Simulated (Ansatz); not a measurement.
# Relaxing Zn

The calculation used Ansatz 0.2.0, DFT PBEsol, scalar-relativistic, plane waves, PAW. Run with 420 eV cutoff, 20×20×20 k-mesh, Gaussian smearing of 0.10 eV, no spin polarisation.

What was changed in Cu: Cu → Zn on all its sites, cell and atoms relaxed.

Command:

```bash
ansatz run input.yaml --threads 1 --pin off --max-ram 2560MiB --backend cpu --events-out ev --progress --plain --runs-dir out
```

Input:

```yaml
crystal:
  lattice:
    - [-1.6714265643, 1.6714265643, 1.2922658694]
    - [1.6714265643, -1.6714265643, 1.2922658694]
    - [1.6714265643, 1.6714265643, -1.2922658694]
  atoms:
    - { symbol: Zn, position: [0.0, 0.0, 0.0] }
basis:
  ecutwfc: 420
kpoints:
  mp_grid: { grid: [20, 20, 20] }
hamiltonian:
  xc: pbesol
scf:
  occupations: { method: gaussian, width: 0.1 }
output:
  forces: true
  stress: true
  eigenvalues: true
relax:
  adjacent_minimum: "off"
  f_tol: 0.01
  max_steps: 60
  cell: { stress_tol: 0.1 }
```

F is the free energy. Steps run on the plane waves of an earlier cell, but the last one, and at times one on the way, on a freshly chosen basis, so a repeated geometry can differ a little in energy.

Steps:

| step | F − F(1) (eV) | largest force component (eV/Å) | V (Å³/atom) | P (GPa) |
| --- | --- | --- | --- | --- |
| 1 | 0.0000 | 0.000 | 14.441 | -0.09 |
| 2 | -0.0004 | 0.000 | 14.454 | -0.04 |
| 3 | -0.0005 | 0.000 | 14.517 | -0.06 |
| 4 | -0.0007 | 0.000 | 14.487 | -0.02 |
| 5 | -0.0007 | 0.000 | 14.487 | -0.02 |

Relaxed structure:

```
CELL_PARAMETERS angstrom
-1.68131 1.68131 1.28123
1.68131 -1.68131 1.28123
1.68131 1.68131 -1.28123
ATOMIC_POSITIONS crystal
Zn 0.00000 0.00000 0.00000
```

It takes space group I4/mmm (No. 139, tetragonal). The conventional cell has a = 3.363 Å, b = 3.363 Å, c = 2.562 Å, α = 90.00°, β = 90.00°, γ = 90.00°. Zn (site symmetry 4/mmm) has 10 Zn at 2.56 to 2.70 Å as nearest neighbours.

The run converged. It took 17 s on 1 thread of Intel(R) Xeon(R) 6975P-C (Granite Rapids), on a shared host, peak memory 0.46 GiB.